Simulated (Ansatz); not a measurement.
# TiAl (Pm-3m) in Ansatz: a series of runs

Aim: see how the results for TiAl move with the level of theory and the settings. Levels: PBE, LDA. Tasks: single point, relaxation of cell and atoms.

Program: Ansatz 0.2.0. These are calculated values, not measurements. Logs are shortened: lines on timing, memory, paths and dates and some standing lists are left out, and cuts for length are marked.

### Step 1. Starting point

The structure is cubic, space group Pm-3m (No. 221). Conventional cell: a = 3.179 Å, b = 3.179 Å, c = 3.179 Å, α = 90.00°, β = 90.00°, γ = 90.00°. Ti (site symmetry m-3m) is surrounded by 8 Al at 2.75 Å. Al (site symmetry m-3m) has 8 Ti at 2.75 Å as nearest neighbours.

The cell comes from a database or a generator and needn't be the stable form of this composition.

### Step 2. Single point, PBE

input.yaml

```yaml
crystal:
  lattice:
    - [3.179064, 0.0, 0.0]
    - [0.0, 3.179064, 0.0]
    - [0.0, 0.0, 3.179064]
  atoms:
    - { symbol: Ti, position: [0.0, 0.0, 0.0] }
    - { symbol: Al, position: [0.5, 0.5, 0.5] }
hamiltonian:
  xc: pbe
  pseudopotentials: { kind: paw }
kpoints:
  mp_grid: { grid: [8, 8, 8] }
scf:
  occupations: { method: gaussian, width: 0.011 }
output:
  forces: true
  stress: true
  eigenvalues: true
```

Potentials or basis: Ansatz PAW.

The run is started by

```sh
ansatz run input.yaml --threads 2 --pin off --max-ram 5632MiB --backend cpu --events-out ev --progress --plain --runs-dir out
```

Log:

```text
Warning: RAYON_NUM_THREADS=2 ignored (pool sized by the plan → 2); use --threads N
Engine: ansatz 0.2.0, aarch64-unknown-linux-gnu
Pseudopotentials: kind: paw
Pseudopotential: Ti, paw, valence charge 12, recommended cutoff 420 eV (normal), Ti.paw.azcp
Pseudopotential: Al, paw, valence charge 3, recommended cutoff 420 eV (normal), Al.paw.azcp
Functional definition: PBE
  parameter kappa = 0.804
  parameter beta = 0.06672455060314922
  exchange = pbe_x(kappa = kappa, mu = beta*pi^2/3)
  correlation = pbe_c(beta = beta)
Crystal: 2 atoms, lattice volume = 32.129 Å³
Basis set: ecut = 420 eV, 619 PW (Γ), exchange–correlation on 48×48×48 points (8 copies of the dense FFT grid, shifted against one another)
Bands: 12, of which v1, the nominal top of the filled ones, is band 8 counted from 1 (7 counted from 0)
Symmetry: 48 space group operations
Space group: Pm-3m (ITA 221), of the structure as read, at distance tolerance 3.2e-5 Å
k-points: 35 of 512
Non-local potential: Ti, projectors of the file, l = 0: 3, l = 1: 2, l = 2: 3, l = 3: 1
Non-local potential: Al, projectors of the file, l = 0: 2, l = 1: 2, l = 2: 1
PAW form: soft (Blöchl's): semilocal exchange-correlation on the pseudo side does not see the compensation charge
PAW one-centre angular grid: Ti, 590 points (default); XC on 64 Gauss nodes
PAW one-centre angular grid: Al, 110 points (default); XC on 64 Gauss nodes
Initial density: superposition of atomic densities (neutral atoms: chi_scale 0, normalization atom), corrected by the library's trained network
Initial wavefunctions: pseudopotential atomic-orbital guess
Functional: x = pbe(κ = 0.804, μ = 0.2195149727645171), c = pbe(β = 0.06672455060314922)
SCF iter   1: F=—  HF=-3037.696515 eV  |F-HF|=—  |Δ(HF+E_count)|=         —  Δρ=7.98e-3  dr2=2.70e-2  ethr=1.77e-3  ⟨swp⟩=5.1  Hψ=2147  notcnv=0
preconditioner: auto → none  [insulator: Δε(μ)=0.049 eV  Ē_g=5.287 eV  σ=0.011 eV  W_gap=0.89  n_scr=6 (ndim 8)  ℏωp=17.3 eV  f_vac=0.000  D(μ)=4.36/eV (n_scr^D=80)  ε∞_Penn≈11.7]
SCF iter   2: F=—  HF=-3037.690548 eV  |F-HF|=—  |Δ(HF+E_count)|=   5.97e-3  Δρ=2.36e-3  dr2=1.65e-3  ethr=1.80e-4  ⟨swp⟩=2.0  Hψ=838  notcnv=0  defer=16
SCF iter   3: F=—  HF=-3037.690273 eV  |F-HF|=—  |Δ(HF+E_count)|=   2.75e-4  Δρ=5.03e-4  dr2=2.01e-5  ethr=1.10e-5  ⟨swp⟩=2.1  Hψ=629  notcnv=0  defer=18
SCF iter   4: F=—  HF=-3037.690259 eV  |F-HF|=—  |Δ(HF+E_count)|=   1.34e-5  Δρ=5.55e-5  dr2=3.73e-7  ethr=1.34e-7  ⟨swp⟩=2.0  Hψ=472  notcnv=0  defer=18
iter 5 did not close the SCF: its close was put off for the readings that it lacked (scf_convergence_deferred on its scf_iter line)
SCF iter   5: F=-3037.690259 eV  HF=-3037.690259 eV  |F-HF|=1.65e-10  |Δ(HF+E_count)|=   9.38e-8  Δρ=1.77e-6  dr2=5.99e-10  ethr=2.48e-9  ⟨swp⟩=2.3  Hψ=490  notcnv=0  defer=18
SCF iter   6: F=-3037.690259 eV  HF=-3037.690259 eV  |F-HF|=1.86e-11  |Δ(HF+E_count)|=  4.37e-10  Δρ=2.92e-7  dr2=3.61e-11  ethr=3.99e-12  ⟨swp⟩=2.5  Hψ=1446  notcnv=0
SCF 1 converged in 6 iterations: F = -3037.690259 eV  dr2 = 3.61e-11
SCF converged after 6 iterations
Free energy (F): -3037.690259 eV
Harris-Foulkes:  -3037.690259 eV  (|F-HF|=1.86e-11)
Internal energy: -3037.689992 eV  (E = F + TS)
E sigma→0 (E₀):  -3037.690125 eV
Entropy (-TS):   -0.000268 eV (-0.134 meV/atom)
Fermi energy:    11.461577 eV
--- Per-component energies (eV) ---
  E_band       = -162.195534
  E_kinetic    = 296.634397
  E_local      = -1021.583418  (includes V_loc(G=0)·N_el)
  E_nonlocal   = 19.367449
  E_hartree    = 435.235700
  E_xc         = -137.784784
  E_vxc        = -151.666309  (∫ρ·V_xc dr)
  E_paw        = -1515.645645  (= ΣΔE_a)
  E_vpaw       = -175.419352  (= ΣTr[D̂ρ^β])
  E_aug_tail   = 0.000131  (compensation charges beyond the density's cutoff)
  E_ewald      = -1113.913820
  E_smearing   = -0.000268  (= −TS)
  E_closure    = 0.000000  (closes the sum)
  Σ components = -3037.690259   (vs F -3037.690259, Δ=0.00e0)
--- Forces (eV/Å), atoms counted from 1 ---
  atom   1  Ti    -0.00000000     0.00000000     0.00000000
  atom   2  Al     0.00000000    -0.00000000     0.00000000
  max |Σ_I F_I| component: 2.47e-31 eV/Å
--- Stress (GPa, compression-positive) ---
        0.667105       0.000000       0.000000
        0.000000       0.667105      -0.000000
        0.000000       0.000000       0.667105
  P = ⅓ Tr σ = 0.6671 GPa (6.671 kbar)
--- Band table (eV; the first three rows and the last of 35) ---
  k-point 0: bands = ["-45.3934", "-21.6045", "-21.6045", "-21.6045", "2.1797", "10.0198", "10.0198", "13.2792", "13.2792", "13.2792", "15.8652", "15.8652"]
  k-point 1: bands = ["-45.3912", "-21.6300", "-21.6023", "-21.6023", "2.4280", "9.8667", "10.1304", "12.8950", "12.8950", "13.3084", "15.0134", "16.4321"]
  k-point 2: bands = ["-45.3859", "-21.6909", "-21.5970", "-21.5970", "3.1517", "9.0795", "10.4216", "12.2558", "12.2558", "13.3801", "14.2112", "17.6425"]
  k-point 34: bands = ["-45.3501", "-21.7308", "-21.7308", "-21.7308", "8.3666", "8.3666", "8.3666", "12.0787", "14.2684", "14.2684", "14.3603", "14.3603"]
```

It took 0.65 s on 2 threads of Arm Neoverse V1, shared host; peak memory 0.28 GiB.

Results:

- Free energy: -3037.6903 eV
- Pressure: 0.7 GPa
- Band gap on the k mesh: none (metal or under the smearing width)

### Step 3. Relaxation of cell and atoms, PBE

input.yaml, as its differences from that of step 2:

```diff
@@ -14,3 +14,3 @@
 scf:
-  occupations: { method: gaussian, width: 0.011 }
+  occupations: { method: fermi_dirac, width: 0.05 }
 output:
@@ -19 +19,5 @@
   eigenvalues: true
+relax:
+  f_tol: 0.01
+  max_steps: 40
+  cell: { stress_tol: 0.05 }
```

Potentials or basis: Ansatz PAW.

The run is started by

```sh
ansatz run input.yaml --threads 2 --pin off --max-ram 5632MiB --backend cpu --events-out ev --progress --plain --runs-dir out
```

Log:

```text
Warning: RAYON_NUM_THREADS=2 ignored (pool sized by the plan → 2); use --threads N
[... 9 set-up lines as earlier in the session ...]
Crystal: 2 atoms, lattice volume = 32.129 Å³
Basis set: ecut = 420 eV, 619 PW (Γ), exchange–correlation on 48×48×48 points (8 copies of the dense FFT grid, shifted against one another)
Bands: 12, of which v1, the nominal top of the filled ones, is band 8 counted from 1 (7 counted from 0)
[... 2 set-up lines as earlier in the session ...]
k-points: 35 of 512
[... 7 set-up lines as earlier in the session ...]
[... 61 lines left out ...]
SCF converged after 9 iterations
Free energy (F): -3037.704493 eV
Harris-Foulkes:  -3037.704493 eV  (|F-HF|=1.82e-12)
Internal energy: -3037.681448 eV  (E = F + TS)
E sigma→0 (E₀):  -3037.692971 eV
Entropy (-TS):   -0.023045 eV (-11.523 meV/atom)
Fermi energy:    11.352404 eV
--- Per-component energies (eV) ---
  E_band       = -163.951210
  E_kinetic    = 296.278968
  E_local      = -1025.178916  (includes V_loc(G=0)·N_el)
  E_nonlocal   = 19.267543
  E_hartree    = 436.247884
  E_xc         = -137.669771
  E_vxc        = -151.513231  (∫ρ·V_xc dr)
  E_paw        = -1515.560309  (= ΣΔE_a)
  E_vpaw       = -175.301465  (= ΣTr[D̂ρ^β])
  E_aug_tail   = 0.000124  (compensation charges beyond the density's cutoff)
  E_ewald      = -1111.066969
  E_smearing   = -0.023045  (= −TS)
  E_closure    = -0.000000  (closes the sum)
  Σ components = -3037.704493   (vs F -3037.704493, Δ=0.00e0)
--- Forces (eV/Å), atoms counted from 1 ---
  atom   1  Ti     0.00000000     0.00000000    -0.00000000
  atom   2  Al     0.00000000     0.00000000     0.00000000
  max |Σ_I F_I| component: 3.53e-31 eV/Å
--- Stress (GPa, compression-positive) ---
       -0.002576       0.000000       0.000000
        0.000000      -0.002576      -0.000000
        0.000000      -0.000000      -0.002576
  P = ⅓ Tr σ = -0.0026 GPa (-0.026 kbar)
--- Band table (eV; the first three rows and the last of 35) ---
  k-point 0: bands = ["-45.5345", "-21.7445", "-21.7445", "-21.7445", "2.1120", "9.9262", "9.9262", "13.1422", "13.1422", "13.1422", "15.7269", "15.7269"]
  k-point 1: bands = ["-45.5324", "-21.7691", "-21.7423", "-21.7423", "2.3588", "9.7732", "10.0354", "12.7638", "12.7638", "13.1710", "14.8731", "16.2880"]
  k-point 2: bands = ["-45.5273", "-21.8282", "-21.7372", "-21.7372", "3.0779", "8.9866", "10.3226", "12.1325", "12.1325", "13.2416", "14.0684", "17.4902"]
  k-point 34: bands = ["-45.4927", "-21.8671", "-21.8671", "-21.8671", "8.2836", "8.2836", "8.2836", "11.9356", "14.1185", "14.1185", "14.2350", "14.2350"]
--- Relaxed structure (3 steps of the walk, 3 accepted, 1 SCFs on fresh bases) ---
  F+E_penalty+E_count = -3037.70449320 eV   max|allowed force component| = 1.315e-31 eV/Å   (the final SCF, on the basis selected at the relaxed cell)
  cell:  # Å, volume = 32.3766 Å³
    - [3.1872096125098905, -6.419766481290787e-35, 4.81482486096809e-35]
    - [-1.2839532962581572e-34, 3.1872096125098905, 1.6049416203226965e-35]
    - [4.81482486096809e-35, 1.6049416203226965e-35, 3.1872096125098905]
  atoms:
    - { symbol: Ti, position: [-5.739448389283571e-49, -3.4708246325706186e-36, -3.786354144622494e-36] }
    - { symbol: Al, position: [0.5, 0.5, 0.5] }
```

It took 2.7 s on 2 threads of Arm Neoverse V1, shared host; peak memory 0.3 GiB.

Results:

- Free energy: -3037.7045 eV
- Relaxed volume: 16.19 Å³/atom
- Relaxed cell: a = 3.187 Å, b = 3.187 Å, c = 3.187 Å, α = 90.00°, β = 90.00°, γ = 90.00°
- Space group after relaxing (to 0.05 Å): Pm-3m (No. 221)
- Energy gained by relaxing: 0.3 meV/atom
- Ionic steps: 4
- Pressure after relaxing: 0.0 GPa
- Band gap on the k mesh: none (metal or under the smearing width)

Step by step:
```
step  energy change (eV)  largest force (eV/Å)  volume (Å³)
   1              0.0000                0.0000        32.13
   2             -0.0004                0.0000        32.50
   3             -0.0006                0.0000        32.38
   4             -0.0007                0.0000        32.38
```

Final structure:
```
Ti Al
1.0
     3.18721    0.00000    0.00000
     0.00000    3.18721    0.00000
     0.00000    0.00000    3.18721
Ti Al
1 1
Direct
  0.00000 0.00000 0.00000
  0.50000 0.50000 0.50000
```

Caveat: the plane-wave basis is chosen anew once the cell has moved, so the energies of steps on either side of that aren't comparable.

[end of part 1 of 2]
